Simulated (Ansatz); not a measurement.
All numbers below come from Ansatz 0.2.0, DFT PBE, scalar-relativistic, plane waves, PAW. All cells share a 420 eV cutoff and Γ-centred k meshes spaced at most about 0.3 Å⁻¹ (about 0.25 or finer for metals, 2π included). No spin polarisation in the final relaxations.

All energies are static (0 K, no zero-point motion). All come from trial cells, and lower structures may exist.

Question: Which of these relaxed structures of Si is the lowest in energy?
A.

Space group P2/m (No. 10). a = 5.012 Å, b = 3.612 Å, c = 6.912 Å, α = 90.00°, β = 103.57°, γ = 90.00°
| atom | site | symmetry | x | y | z |
| --- | --- | --- | --- | --- | --- |
| Si | 2n | m | 0.9680 | 0.5000 | 0.1648 |
| Si | 2n | m | 0.5624 | 0.5000 | 0.6743 |
| Si | 2m | m | 0.6378 | 0.0000 | 0.1689 |

B.

Space group Cmmm (No. 65). a = 3.675 Å, b = 9.269 Å, c = 3.615 Å, α = 90.00°, β = 90.00°, γ = 90.00°
```
atom  site  symmetry       x       y       z
  Si    4j       m2m  0.0000  0.3286  0.5000
  Si    2b       mmm  0.5000  0.0000  0.0000
```

Answer: A. It has space group P2/m (No. 10); the next, B, with space group Cmmm (No. 65), lies 183 meV/atom higher. Counting all near atoms (those within 1.25 times the shortest such distance or 1.15 times the sum of covalent radii; a slash parts the counts of unlike sites), the lowest has Si 4/5 and the next has Si 4.

Cells relaxed within their symmetry can be saddle points. The P2/m cell of Si came from shaking the Cmmm one. The part of the Crystallography Open Database at hand lists Si in space groups No. 64, 74, 164, 191, 194 and others; no cell shown has one of them. Some types were kept out of the candidates beforehand, so the set may lack a known form.
